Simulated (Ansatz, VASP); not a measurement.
ZnO: VASP beside Ansatz

```xyz
2
Lattice="2.7409 0.0000 0.0000 0.0000 2.7409 0.0000 0.0000 0.0000 2.7409" Properties=species:S:1:pos:R:3 pbc="T T T"
Zn    0.0000    0.0000    0.0000
O     1.3705    1.3705    1.3705
```

Change from the starting cell: volume scaled by 1.06.

Alike in both runs: task single point; functional PBE; k mesh 10 × 10 × 10; occupations fermi-dirac, width 0.05 eV; no spin polarisation.

|  | VASP | Ansatz |
| --- | --- | --- |
| version | VASP 6.6.1 | Ansatz 0.2.0 |
| potentials or method | VASP PAW PBE potentials, release 64 (Zn, O) | Ansatz PAW |
| plane-wave cutoff (eV) | 520 | 420 |
| valence electrons in the cell | 18 | 18 |

Ansatz gave:

* gap on the k mesh at the Fermi level (eV): none
* pressure (GPa): -8.2

Problem. Which values does VASP return?

Solution. gap on the k mesh at the Fermi level (eV): none; pressure (GPa): -7.7.

A gap of «none» marks a metal or a gap that the smearing closes. The functional is the same, so the differences come from potentials, cutoffs and numerics.

Caveats: the pressure holds a Pulay correction of +0.7 GPa for the finite cutoff (Ansatz).
